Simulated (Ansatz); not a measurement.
**Cu3N: independent-particle optics**

How does Cu3N absorb light if electrons and holes don't interact? Plan: optics with PBE on 6×6×6; optics with r2SCAN on 6×6×6.

The COD entry's cell or inner coordinates are ideal or old and differ from later refinements, so a difference from it is no clean test against experiment.

Computed with Ansatz 0.2.0 (plane waves, PAW; no local fields, no excitons, unless a step's input says otherwise).

2 further runs of the same task are left out: 2 that didn't finish. Runs told in other sessions of the task aren't counted.

**1. The system as given**

The structure is cubic, space group Pm-3m (No. 221). The conventional cell has a = 3.789 Å, b = 3.789 Å, c = 3.789 Å, α = 90.00°, β = 90.00°, γ = 90.00°. Cu (site symmetry 4/mmm) is surrounded by 2 N at 1.89 Å. Around N (site symmetry m-3m) lie 6 Cu at 1.89 Å.

Coordinates:

```
Cu N
1.0
     3.78937    0.00000    0.00000
     0.00000    3.78937    0.00000
     0.00000    0.00000    3.78937
Cu N
3 1
Cartesian
  1.8947 0.0000 0.0000
  0.0000 1.8947 0.0000
  0.0000 0.0000 1.8947
  0.0000 0.0000 0.0000
```

The cell was relaxed beforehand with r2SCAN; those runs aren't shown. No spin polarisation is used; should the compound be magnetic, its bands and low-energy spectrum would differ.

**2. Optics, PBE**

The input, input.yaml:

```yaml
crystal:
  lattice:
    - [3.7893700817, 0.0, 0.0]
    - [0.0, 3.7893700817, 0.0]
    - [0.0, 0.0, 3.7893700817]
  atoms:
    - { symbol: Cu, position: [0.5, 0.0, 0.0] }
    - { symbol: Cu, position: [0.0, 0.5, 0.0] }
    - { symbol: Cu, position: [0.0, 0.0, 0.5] }
    - { symbol: "N", position: [0.0, 0.0, 0.0] }
kpoints:
  mp_grid: { grid: [6, 6, 6] }
hamiltonian:
  xc: pbe
scf:
  occupations: { method: fermi_dirac, width: 0.02 }
output:
  optics:
    e_range: [0, 12]
    de: 0.05
    sigma: 0.1
    bands: { spectra_wanted_up_to: 12 }
```

The run is started by

```sh
$ ansatz run input.yaml --threads 4 --pin off --max-ram 3686MiB --backend cpu --events-out ev --progress --plain --runs-dir out
```

Further steps of the session: Optics, r2SCAN.

**Question.** What will the summary of the whole plan be? Wanted: ε∞, r2SCAN; tallest peak of ε₂, PBE; tallest peak of ε₂, r2SCAN.

**Answer**, as computed:

| quantity | value |
| --- | --- |
| ε∞, r2SCAN | 13.02 |
| tallest peak of ε₂, PBE | 19.0 at 1.40 eV |
| tallest peak of ε₂, r2SCAN | 17.0 at 1.55 eV |

Local fields and excitons are left out: both change ε∞, and without excitons the onset lacks its lines.
